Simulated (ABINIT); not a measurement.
The system is Cd.

```
CELL_PARAMETERS angstrom
0.00000 2.21815 2.21815
2.21815 0.00000 2.21815
2.21815 2.21815 0.00000
ATOMIC_POSITIONS crystal
Cd 0.00000 0.00000 0.00000
```

This isn't the form of Cd at room conditions, which is hcp.

| Item | Value |
| --- | --- |
| Program | ABINIT 10.8.3 (patched build) |
| Task | single point |
| Functional | PBE |
| Potentials or basis | JTH PAW PBE v2.0 |
| Cutoff | 599 eV |
| k mesh | 10 × 10 × 10 |
| Occupations | fermi-dirac, width 0.05 eV |
| Spin | no spin polarisation |

On this cell: pressure 2.3 GPa; band gap on the k mesh none (metal or under the smearing width).

The same run follows on a disturbed copy (cell strained at random at fixed volume):

```
Cd
1.0
    -0.02805    2.22596    2.22309
     2.18709   -0.01565    2.21069
     2.18797    2.21444   -0.01653
Cd
1
Direct
  0.99168 0.00422 0.99384
```

Q: What does the disturbed cell give?

A: The energy (extrapolated to zero smearing) moves by -0.9 meV/atom; pressure 2.2 GPa; band gap on the k mesh none (metal or under the smearing width).

Stress tensor (GPa, compression positive):
```
 2.37 -0.39 -0.38
-0.39  2.18 -0.31
-0.38 -0.31  2.17
```
